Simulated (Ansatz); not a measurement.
Stackings of close-packed layers of Si (tetrahedral net, letters for double layers), each relaxed to a stress under 0.05 GPa; h and k mark layers whose two neighbours have the same or different letters; energies count from the stacking AB (P6_3/mmc).

Computed with DFT PBE, scalar-relativistic, plane waves, PAW in Ansatz.

Cutoff 420 eV, Gaussian smearing of 0.02 eV, energies at zero smearing, symmetry of each start kept, no spin polarisation.

```json
{"start": "ABC (kkk)", "atoms": "6", "k mesh": "12×12×4", "excess energy (meV/atom)": "-11.1", "spacing of like layers (Å)": "3.158", "a (Å)": "3.868", "gap on the mesh (eV)": "0.65"}
{"start": "ABCB (hkhk)", "atoms": "8", "k mesh": "12×12×3", "excess energy (meV/atom)": "-7.6", "spacing of like layers (Å)": "3.169", "a (Å)": "3.859", "gap on the mesh (eV)": "0.60"}
{"start": "ABCACB (hkkhkk)", "atoms": "12", "k mesh": "12×12×2", "excess energy (meV/atom)": "-9.1", "spacing of like layers (Å)": "3.165", "a (Å)": "3.862", "gap on the mesh (eV)": "0.60"}
{"start": "ABACBCACB (hhkkhkhkk)", "atoms": "18", "k mesh": "12×12×2", "excess energy (meV/atom)": "-7.7", "spacing of like layers (Å)": "3.168", "a (Å)": "3.860", "gap on the mesh (eV)": "0.58"}
{"start": "ABCBC (kkhhk)", "atoms": "10", "k mesh": "12×12×3", "excess energy (meV/atom)": "-7.6", "spacing of like layers (Å)": "3.168", "a (Å)": "3.861", "gap on the mesh (eV)": "0.58"}
{"start": "ABCABAC (kkkkhkh)", "atoms": "14", "k mesh": "12×12×2", "excess energy (meV/atom)": "-9.3", "spacing of like layers (Å)": "3.164", "a (Å)": "3.863", "gap on the mesh (eV)": "0.64"}
```

An odd mesh misses points on the zone edge, so a gap read on it can be too wide.

Cost: 6 runs of about 10 core-minutes in all, on Intel Xeon Platinum 8488C (Sapphire Rapids) (shared hosts).